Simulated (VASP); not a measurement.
# Tc (P6_3/mmc) in VASP: a series of runs, part 3 of 7

VASP 6.6.1. Earlier steps stand in the parts before.

**26. Equation of state, PBE, 13.87 Å³/atom**

File INCAR:

```
SYSTEM = Tc
ADDGRID  = .FALSE.      
ALGO     = Normal         ! electronic algorithm
EDIFF    = 1E-6           ! SCF threshold, eV
ENCUT    = 350            ! plane-wave cutoff, eV
GGA      = PE             ! functional
ISIF     = 2              ! what is computed and relaxed
ISMEAR   = 0              ! smearing method
LASPH    = .TRUE.         ! aspherical terms in the spheres
LCHARG   = .FALSE.        ! write CHGCAR
LREAL    = .FALSE.        ! projectors in reciprocal space
LWAVE    = .FALSE.        ! write WAVECAR
NELM     = 100            ! most SCF steps
PREC     = Accurate       ! precision mode
SIGMA    = 0.1            ! smearing width, eV
```

File KPOINTS:

```
k-points
0
G
  5 5 3
  0 0 0
```

File POSCAR:

```
Tc
1.0
    2.7123213399      0.0000000000      0.0000000000
   -1.3561606700      2.3489391836      0.0000000000
    0.0000000000      0.0000000000      4.3535727201
Tc
2
Direct
    0.6666666667      0.3333333333      0.7500000000
    0.3333333333      0.6666666667      0.2500000000
```

Started as:

```console
$ cat potpaw_PBE.64/Tc_pv/POTCAR > POTCAR
$ mpirun -np 1 vasp_std > vasp.out
```

Wall time 7.6 s (1 thread of AMD EPYC 7R43 (Zen 3), shared host); peak memory 0.08 GiB.

These settings aren't checked as converged: the numbers below hold their error.

What came out:

| Item | Value |
| --- | --- |
| Free energy | -20.7996 eV |
| Pressure | 10.5 GPa |
| Band gap on the k mesh | none (metal or under the smearing width) |

Caveat: the k mesh is coarse (spacing up to 0.53 Å⁻¹), so the values aren't converged.

**27. Equation of state, PBE, 14.73 Å³/atom**

INCAR is that of step 26.

KPOINTS is that of step 26.

File POSCAR:

```
Tc
1.0
    2.7671304773      0.0000000000      0.0000000000
   -1.3835652386      2.3964052890      0.0000000000
    0.0000000000      0.0000000000      4.4415473866
Tc
2
Direct
    0.6666666667      0.3333333333      0.7500000000
    0.3333333333      0.6666666667      0.2500000000
```

Potentials or basis: VASP PAW PBE potentials, release 64 (Tc_pv).

Started as:

```console
$ cat potpaw_PBE.64/Tc_pv/POTCAR > POTCAR
$ mpirun -np 1 vasp_std > vasp.out
```

Run time: 7.5 s. Hardware: 1 thread of AMD EPYC 7R43 (Zen 3), shared host; peak memory 0.08 GiB.

The run converged, but some of its settings lie outside the range that counts as converged, so its numbers aren't taken as properties of the crystal.

What came out:

| Property | Result |
| --- | --- |
| Free energy | -20.8187 eV |
| Pressure | -8.2 GPa |
| Band gap on the k mesh | none (metal or under the smearing width) |

Caveat: the k mesh is coarse (spacing up to 0.52 Å⁻¹), so the values aren't converged.

**28. Equation of state, PBE, 13.87 Å³/atom**

INCAR, as its differences from that of step 27:

```diff
@@ -4,3 +4,3 @@
 EDIFF    = 1E-6           ! SCF threshold, eV
-ENCUT    = 350            ! plane-wave cutoff, eV
+ENCUT    = 400            ! plane-wave cutoff, eV
 GGA      = PE             ! functional
```

KPOINTS is that of step 27.

File POSCAR:

```
Tc
1.0
    2.7123213399      0.0000000000      0.0000000000
   -1.3561606700      2.3489391836      0.0000000000
    0.0000000000      0.0000000000      4.3535727201
Tc
2
Direct
    0.6666666667      0.3333333333      0.7500000000
    0.3333333333      0.6666666667      0.2500000000
```

Started as:

```console
$ cat potpaw_PBE.64/Tc_pv/POTCAR > POTCAR
$ mpirun -np 1 vasp_std > vasp.out
```

It took 8.7 s on 1 thread of AMD EPYC 7R43 (Zen 3), shared host; peak memory 0.08 GiB.

These settings aren't checked as converged: the numbers below hold their error.

Results:

- Free energy: -20.7956 eV
- Pressure: 10.1 GPa
- Band gap on the k mesh: none (metal or under the smearing width)

Caveat: the k mesh is coarse (spacing up to 0.53 Å⁻¹), so the values aren't converged.

**29. Equation of state, PBE, 14.73 Å³/atom**

INCAR is that of step 28.

KPOINTS is that of step 28.

File POSCAR:

```
Tc
1.0
    2.7671304773      0.0000000000      0.0000000000
   -1.3835652386      2.3964052890      0.0000000000
    0.0000000000      0.0000000000      4.4415473866
Tc
2
Direct
    0.6666666667      0.3333333333      0.7500000000
    0.3333333333      0.6666666667      0.2500000000
```

Started as:

```console
$ cat potpaw_PBE.64/Tc_pv/POTCAR > POTCAR
$ mpirun -np 1 vasp_std > vasp.out
```

It took 9.2 s on 1 thread of AMD EPYC 7R43 (Zen 3), shared host; peak memory 0.08 GiB.

These settings aren't checked as converged: the numbers below hold their error.

Results:

| Property | Result |
| --- | --- |
| Free energy | -20.8131 eV |
| Pressure | -8.5 GPa |
| Band gap on the k mesh | none (metal or under the smearing width) |

Caveat: the k mesh is coarse (spacing up to 0.52 Å⁻¹), so the values aren't converged.

**30. Equation of state, PBE, 13.87 Å³/atom**

INCAR, as its differences from that of step 29:

```diff
@@ -4,3 +4,3 @@
 EDIFF    = 1E-6           ! SCF threshold, eV
-ENCUT    = 400            ! plane-wave cutoff, eV
+ENCUT    = 550            ! plane-wave cutoff, eV
 GGA      = PE             ! functional
```

File KPOINTS:

```
k-points
0
G
  4 4 3
  0 0 0
```

File POSCAR:

```
Tc
1.0
    2.7123213399      0.0000000000      0.0000000000
   -1.3561606700      2.3489391836      0.0000000000
    0.0000000000      0.0000000000      4.3535727201
Tc
2
Direct
    0.6666666667      0.3333333333      0.7500000000
    0.3333333333      0.6666666667      0.2500000000
```

Potentials or basis: VASP PAW PBE potentials, release 64 (Tc_pv).

Started as:

```console
$ cat potpaw_PBE.64/Tc_pv/POTCAR > POTCAR
$ mpirun -np 1 vasp_std > vasp.out
```

Wall time 12 s (1 thread of AMD EPYC 7R43 (Zen 3), shared host); peak memory 0.11 GiB.

The run converged, but some of its settings lie outside the range that counts as converged, so its numbers aren't taken as properties of the crystal.

Results:

```
Free energy            : -20.7178 eV
Pressure               : 14.6 GPa
Band gap on the k mesh : none (metal or under the smearing width)
```

Caveat: the k mesh is coarse (spacing up to 0.67 Å⁻¹), so the values aren't converged.

**31. Equation of state, PBE, 14.73 Å³/atom**

INCAR is that of step 30.

KPOINTS is that of step 30.

File POSCAR:

```
Tc
1.0
    2.7671304773      0.0000000000      0.0000000000
   -1.3835652386      2.3964052890      0.0000000000
    0.0000000000      0.0000000000      4.4415473866
Tc
2
Direct
    0.6666666667      0.3333333333      0.7500000000
    0.3333333333      0.6666666667      0.2500000000
```

Started as:

```console
$ cat potpaw_PBE.64/Tc_pv/POTCAR > POTCAR
$ mpirun -np 1 vasp_std > vasp.out
```

It took 13 s on 1 thread of AMD EPYC 7R43 (Zen 3), shared host; peak memory 0.11 GiB.

These settings aren't checked as converged: the numbers below hold their error.

What came out:

```
Free energy            : -20.7638 eV
Pressure               : -5.2 GPa
Band gap on the k mesh : none (metal or under the smearing width)
```

Caveat: the k mesh is coarse (spacing up to 0.66 Å⁻¹), so the values aren't converged.

**32. Equation of state, PBE, 13.87 Å³/atom**

INCAR, as its differences from that of step 31:

```diff
@@ -4,3 +4,3 @@
 EDIFF    = 1E-6           ! SCF threshold, eV
-ENCUT    = 550            ! plane-wave cutoff, eV
+ENCUT    = 450            ! plane-wave cutoff, eV
 GGA      = PE             ! functional
```

File KPOINTS:

```
k-points
0
G
  5 5 3
  0 0 0
```

File POSCAR:

```
Tc
1.0
    2.7123213399      0.0000000000      0.0000000000
   -1.3561606700      2.3489391836      0.0000000000
    0.0000000000      0.0000000000      4.3535727201
Tc
2
Direct
    0.6666666667      0.3333333333      0.7500000000
    0.3333333333      0.6666666667      0.2500000000
```

Started as:

```console
$ cat potpaw_PBE.64/Tc_pv/POTCAR > POTCAR
$ mpirun -np 1 vasp_std > vasp.out
```

It took 8.8 s on 1 thread of AMD EPYC 7R43 (Zen 3), shared host; peak memory 0.1 GiB.

These settings aren't checked as converged: the numbers below hold their error.

Results:

```
Free energy            : -20.7939 eV
Pressure               : 10.6 GPa
Band gap on the k mesh : none (metal or under the smearing width)
```

Caveat: the k mesh is coarse (spacing up to 0.53 Å⁻¹), so the values aren't converged.

**33. Equation of state, PBE, 14.73 Å³/atom**

INCAR is that of step 32.

KPOINTS is that of step 32.

File POSCAR:

```
Tc
1.0
    2.7671304773      0.0000000000      0.0000000000
   -1.3835652386      2.3964052890      0.0000000000
    0.0000000000      0.0000000000      4.4415473866
Tc
2
Direct
    0.6666666667      0.3333333333      0.7500000000
    0.3333333333      0.6666666667      0.2500000000
```

Potentials or basis: VASP PAW PBE potentials, release 64 (Tc_pv).

Started as:

```console
$ cat potpaw_PBE.64/Tc_pv/POTCAR > POTCAR
$ mpirun -np 1 vasp_std > vasp.out
```

Wall time 9 s (1 thread of AMD EPYC 7R43 (Zen 3), shared host); peak memory 0.09 GiB.

The run converged, but some of its settings lie outside the range that counts as converged, so its numbers aren't taken as properties of the crystal.

What came out:

| Item | Value |
| --- | --- |
| Free energy | -20.8114 eV |
| Pressure | -8.1 GPa |
| Band gap on the k mesh | none (metal or under the smearing width) |

Caveat: the k mesh is coarse (spacing up to 0.52 Å⁻¹), so the values aren't converged.

**34. Equation of state, PBE, 13.87 Å³/atom**

INCAR, as its differences from that of step 33:

```diff
@@ -14,2 +14,2 @@
 PREC     = Accurate       ! precision mode
-SIGMA    = 0.1            ! smearing width, eV
+SIGMA    = 0.4            ! smearing width, eV
```

KPOINTS is that of step 33.

File POSCAR:

```
Tc
1.0
    2.7123213399      0.0000000000      0.0000000000
   -1.3561606700      2.3489391836      0.0000000000
    0.0000000000      0.0000000000      4.3535727201
Tc
2
Direct
    0.6666666667      0.3333333333      0.7500000000
    0.3333333333      0.6666666667      0.2500000000
```

Started as:

```console
$ cat potpaw_PBE.64/Tc_pv/POTCAR > POTCAR
$ mpirun -np 1 vasp_std > vasp.out
```

Run time: 11 s. Hardware: 1 thread of AMD EPYC 7R43 (Zen 3), shared host; peak memory 0.1 GiB.

The run converged, but some of its settings lie outside the range that counts as converged, so its numbers aren't taken as properties of the crystal.

Results:

* Free energy: -20.8545 eV
* Pressure: 11.2 GPa
* Band gap on the k mesh: none (metal or under the smearing width)

Caveat: the k mesh is coarse (spacing up to 0.53 Å⁻¹), so the values aren't converged.

**35. Equation of state, PBE, 14.73 Å³/atom**

INCAR is that of step 34.

KPOINTS is that of step 34.

File POSCAR:

```
Tc
1.0
    2.7671304773      0.0000000000      0.0000000000
   -1.3835652386      2.3964052890      0.0000000000
    0.0000000000      0.0000000000      4.4415473866
Tc
2
Direct
    0.6666666667      0.3333333333      0.7500000000
    0.3333333333      0.6666666667      0.2500000000
```

Started as:

```console
$ cat potpaw_PBE.64/Tc_pv/POTCAR > POTCAR
$ mpirun -np 1 vasp_std > vasp.out
```

Wall time 9.3 s (1 thread of AMD EPYC 7R43 (Zen 3), shared host); peak memory 0.1 GiB.

These settings aren't checked as converged: the numbers below hold their error.

Results:

- Free energy: -20.8779 eV
- Pressure: -7.4 GPa
- Band gap on the k mesh: none (metal or under the smearing width)

Caveat: the k mesh is coarse (spacing up to 0.52 Å⁻¹), so the values aren't converged.

**36. Equation of state, PBE, 13.87 Å³/atom**

INCAR, as its differences from that of step 35:

```diff
@@ -14,2 +14,2 @@
 PREC     = Accurate       ! precision mode
-SIGMA    = 0.4            ! smearing width, eV
+SIGMA    = 0.2            ! smearing width, eV
```

KPOINTS is that of step 35.

File POSCAR:

```
Tc
1.0
    2.7123213399      0.0000000000      0.0000000000
   -1.3561606700      2.3489391836      0.0000000000
    0.0000000000      0.0000000000      4.3535727201
Tc
2
Direct
    0.6666666667      0.3333333333      0.7500000000
    0.3333333333      0.6666666667      0.2500000000
```

Potentials or basis: VASP PAW PBE potentials, release 64 (Tc_pv).

Started as:

```console
$ cat potpaw_PBE.64/Tc_pv/POTCAR > POTCAR
$ mpirun -np 1 vasp_std > vasp.out
```

Run time: 9.7 s. Hardware: 1 thread of AMD EPYC 7R43 (Zen 3), shared host; peak memory 0.1 GiB.

These settings aren't checked as converged: the numbers below hold their error.

Results:

| Item | Value |
| --- | --- |
| Free energy | -20.8043 eV |
| Pressure | 10.7 GPa |
| Band gap on the k mesh | none (metal or under the smearing width) |

Caveat: the k mesh is coarse (spacing up to 0.53 Å⁻¹), so the values aren't converged.

**37. Equation of state, PBE, 14.73 Å³/atom**

INCAR is that of step 36.

KPOINTS is that of step 36.

File POSCAR:

```
Tc
1.0
    2.7671304773      0.0000000000      0.0000000000
   -1.3835652386      2.3964052890      0.0000000000
    0.0000000000      0.0000000000      4.4415473866
Tc
2
Direct
    0.6666666667      0.3333333333      0.7500000000
    0.3333333333      0.6666666667      0.2500000000
```

Started as:

```console
$ cat potpaw_PBE.64/Tc_pv/POTCAR > POTCAR
$ mpirun -np 1 vasp_std > vasp.out
```

It took 9.5 s on 1 thread of AMD EPYC 7R43 (Zen 3), shared host; peak memory 0.09 GiB.

The run converged, but some of its settings lie outside the range that counts as converged, so its numbers aren't taken as properties of the crystal.

What came out:

```
Free energy            : -20.8229 eV
Pressure               : -7.9 GPa
Band gap on the k mesh : none (metal or under the smearing width)
```

Caveat: the k mesh is coarse (spacing up to 0.52 Å⁻¹), so the values aren't converged.

**38. Equation of state, PBE, 13.87 Å³/atom**

INCAR, as its differences from that of step 37:

```diff
@@ -14,2 +14,2 @@
 PREC     = Accurate       ! precision mode
-SIGMA    = 0.2            ! smearing width, eV
+SIGMA    = 0.05           ! smearing width, eV
```

KPOINTS is that of step 37.

File POSCAR:

```
Tc
1.0
    2.7123213399      0.0000000000      0.0000000000
   -1.3561606700      2.3489391836      0.0000000000
    0.0000000000      0.0000000000      4.3535727201
Tc
2
Direct
    0.6666666667      0.3333333333      0.7500000000
    0.3333333333      0.6666666667      0.2500000000
```

Started as:

```console
$ cat potpaw_PBE.64/Tc_pv/POTCAR > POTCAR
$ mpirun -np 1 vasp_std > vasp.out
```

It took 8.8 s on 1 thread of AMD EPYC 7R43 (Zen 3), shared host; peak memory 0.1 GiB.

The run converged, but some of its settings lie outside the range that counts as converged, so its numbers aren't taken as properties of the crystal.

Results:

```
Free energy            : -20.7909 eV
Pressure               : 10.6 GPa
Band gap on the k mesh : none (metal or under the smearing width)
```

Caveat: the k mesh is coarse (spacing up to 0.53 Å⁻¹), so the values aren't converged.

**39. Equation of state, PBE, 14.73 Å³/atom**

INCAR is that of step 38.

KPOINTS is that of step 38.

File POSCAR:

```
Tc
1.0
    2.7671304773      0.0000000000      0.0000000000
   -1.3835652386      2.3964052890      0.0000000000
    0.0000000000      0.0000000000      4.4415473866
Tc
2
Direct
    0.6666666667      0.3333333333      0.7500000000
    0.3333333333      0.6666666667      0.2500000000
```

Potentials or basis: VASP PAW PBE potentials, release 64 (Tc_pv).

Started as:

```console
$ cat potpaw_PBE.64/Tc_pv/POTCAR > POTCAR
$ mpirun -np 1 vasp_std > vasp.out
```

Run time: 9.1 s. Hardware: 1 thread of AMD EPYC 7R43 (Zen 3), shared host; peak memory 0.1 GiB.

The run converged, but some of its settings lie outside the range that counts as converged, so its numbers aren't taken as properties of the crystal.

What came out:

| Item | Value |
| --- | --- |
| Free energy | -20.8084 eV |
| Pressure | -8.0 GPa |
| Band gap on the k mesh | none (metal or under the smearing width) |

Caveat: the k mesh is coarse (spacing up to 0.52 Å⁻¹), so the values aren't converged.

**40. Equation of state, PBE, 13.87 Å³/atom**

INCAR, as its differences from that of step 39:

```diff
@@ -14,2 +14,2 @@
 PREC     = Accurate       ! precision mode
-SIGMA    = 0.05           ! smearing width, eV
+SIGMA    = 0.02           ! smearing width, eV
```

KPOINTS is that of step 39.

File POSCAR:

```
Tc
1.0
    2.7123213399      0.0000000000      0.0000000000
   -1.3561606700      2.3489391836      0.0000000000
    0.0000000000      0.0000000000      4.3535727201
Tc
2
Direct
    0.6666666667      0.3333333333      0.7500000000
    0.3333333333      0.6666666667      0.2500000000
```

Started as:

```console
$ cat potpaw_PBE.64/Tc_pv/POTCAR > POTCAR
$ mpirun -np 1 vasp_std > vasp.out
```

Wall time 9 s (1 thread of AMD EPYC 7R43 (Zen 3), shared host); peak memory 0.09 GiB.

These settings aren't checked as converged: the numbers below hold their error.

Results:

| Property | Result |
| --- | --- |
| Free energy | -20.7895 eV |
| Pressure | 10.6 GPa |
| Band gap on the k mesh | none (metal or under the smearing width) |

Caveat: the k mesh is coarse (spacing up to 0.53 Å⁻¹), so the values aren't converged.

**41. Equation of state, PBE, 14.73 Å³/atom**

INCAR is that of step 40.

KPOINTS is that of step 40.

File POSCAR:

```
Tc
1.0
    2.7671304773      0.0000000000      0.0000000000
   -1.3835652386      2.3964052890      0.0000000000
    0.0000000000      0.0000000000      4.4415473866
Tc
2
Direct
    0.6666666667      0.3333333333      0.7500000000
    0.3333333333      0.6666666667      0.2500000000
```

Started as:

```console
$ cat potpaw_PBE.64/Tc_pv/POTCAR > POTCAR
$ mpirun -np 1 vasp_std > vasp.out
```

Run time: 8.1 s. Hardware: 1 thread of AMD EPYC 7R43 (Zen 3), shared host; peak memory 0.1 GiB.

The run converged, but some of its settings lie outside the range that counts as converged, so its numbers aren't taken as properties of the crystal.

Results:

```yaml
Free_energy: -20.8069 eV
Pressure: -8.0 GPa
Band_gap_on_the_k_mesh: none (metal or under the smearing width)
```

Caveat: the k mesh is coarse (spacing up to 0.52 Å⁻¹), so the values aren't converged.

**42. Equation of state, PBE, 13.87 Å³/atom**

INCAR, as its differences from that of step 41:

```diff
@@ -13,3 +13,3 @@
 NELM     = 100            ! most SCF steps
-PREC     = Accurate       ! precision mode
-SIGMA    = 0.02           ! smearing width, eV
+PREC     = Low            ! precision mode
+SIGMA    = 0.1            ! smearing width, eV
```

KPOINTS is that of step 41.

File POSCAR:

```
Tc
1.0
    2.7123213399      0.0000000000      0.0000000000
   -1.3561606700      2.3489391836      0.0000000000
    0.0000000000      0.0000000000      4.3535727201
Tc
2
Direct
    0.6666666667      0.3333333333      0.7500000000
    0.3333333333      0.6666666667      0.2500000000
```

Potentials or basis: VASP PAW PBE potentials, release 64 (Tc_pv).

Started as:

```console
$ cat potpaw_PBE.64/Tc_pv/POTCAR > POTCAR
$ mpirun -np 1 vasp_std > vasp.out
```

Wall time 6.5 s (1 thread of AMD EPYC 7R43 (Zen 3), shared host); peak memory 0.07 GiB.

These settings aren't checked as converged: the numbers below hold their error.

Results:

```
Free energy            : -20.7928 eV
Pressure               : 10.6 GPa
Band gap on the k mesh : none (metal or under the smearing width)
```

Caveat: the k mesh is coarse (spacing up to 0.53 Å⁻¹), so the values aren't converged.

**43. Equation of state, PBE, 14.73 Å³/atom**

INCAR is that of step 42.

KPOINTS is that of step 42.

File POSCAR:

```
Tc
1.0
    2.7671304773      0.0000000000      0.0000000000
   -1.3835652386      2.3964052890      0.0000000000
    0.0000000000      0.0000000000      4.4415473866
Tc
2
Direct
    0.6666666667      0.3333333333      0.7500000000
    0.3333333333      0.6666666667      0.2500000000
```

Started as:

```console
$ cat potpaw_PBE.64/Tc_pv/POTCAR > POTCAR
$ mpirun -np 1 vasp_std > vasp.out
```

Run time: 6.1 s. Hardware: 1 thread of AMD EPYC 7R43 (Zen 3), shared host; peak memory 0.06 GiB.

These settings aren't checked as converged: the numbers below hold their error.

What came out:

```yaml
Free_energy: -20.8103 eV
Pressure: -8.0 GPa
Band_gap_on_the_k_mesh: none (metal or under the smearing width)
```

Caveat: the k mesh is coarse (spacing up to 0.52 Å⁻¹), so the values aren't converged.

**44. Equation of state, PBE, 13.87 Å³/atom**

INCAR, as its differences from that of step 43:

```diff
@@ -13,3 +13,3 @@
 NELM     = 100            ! most SCF steps
-PREC     = Low            ! precision mode
+PREC     = Normal         ! precision mode
 SIGMA    = 0.1            ! smearing width, eV
```

KPOINTS is that of step 43.

File POSCAR:

```
Tc
1.0
    2.7123213399      0.0000000000      0.0000000000
   -1.3561606700      2.3489391836      0.0000000000
    0.0000000000      0.0000000000      4.3535727201
Tc
2
Direct
    0.6666666667      0.3333333333      0.7500000000
    0.3333333333      0.6666666667      0.2500000000
```

Started as:

```console
$ cat potpaw_PBE.64/Tc_pv/POTCAR > POTCAR
$ mpirun -np 1 vasp_std > vasp.out
```

Run time: 6 s. Hardware: 1 thread of AMD EPYC 7R43 (Zen 3), shared host; peak memory 0.08 GiB.

The run converged, but some of its settings lie outside the range that counts as converged, so its numbers aren't taken as properties of the crystal.

What came out:

```
Free energy            : -20.7940 eV
Pressure               : 10.6 GPa
Band gap on the k mesh : none (metal or under the smearing width)
```

Caveat: the k mesh is coarse (spacing up to 0.53 Å⁻¹), so the values aren't converged.

(Continued in part 4 of 7.)
